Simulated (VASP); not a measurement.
## Ge: equation of state with PBE+D3(BJ)

**Experimental background.**

From “Sub-monolayer structures of Ag overlayers on Ge(111): experimental observations and first-principles study”, 2019, arxiv:1908.00180, for a bulk crystal of Ge: bulk modulus 75.8 GPa.

Ge:

```
Ge
1.0
     0.00000    2.84987    2.84987
     2.84987    0.00000    2.84987
     2.84987    2.84987    0.00000
Ge
2
Direct
  0.75000 0.75000 0.75000
  0.50000 0.50000 0.50000
```

* Program: VASP 6.6.1
* Task: equation of state
* Functional: PBE
* Dispersion: D3(BJ)
* Potentials or basis: VASP PAW PBE potentials, release 64 (Ge_d)
* Cutoff: 520 eV
* k mesh: 8 × 8 × 8
* Occupations: fermi-dirac, width 0.05 eV
* Spin: no spin polarisation
* Ladder: gaps
* Further INCAR settings: ALGO = Normal; EDIFF = 1e-06

```json
{"Equilibrium volume": "23.15 Å³/atom", "Bulk modulus": "62 GPa", "Pressure derivative of the bulk modulus": "4.5 (rough: it moves with the points fitted)"}
```

Energy against volume, from the lowest point:
```csv
volume (Å³/atom),energy (meV/atom)
22.220,7.78
22.683,1.89
23.146,0.00
23.609,1.72
24.072,6.64
```

All runs of the series together: 3.1 min on 1 thread of Intel(R) Xeon(R) Platinum 8375C CPU @ 2.90GHz (Ice Lake), with other jobs on the host.

A measured bulk modulus of Ge is 75.8 GPa (quoted in “Sub-monolayer structures of Ag overlayers on Ge(111): experimental observations and first-principles study”, 2019, arxiv:1908.00180); the calculated 62 GPa misses it by -18.1 %. The fit is for a static lattice scaled at fixed shape and fixed fractional positions. The cell as given is a measured one (23.15 Å³/atom); PBE+D3(BJ) puts the equilibrium volume +0.0 % from it, thermal expansion not counted.
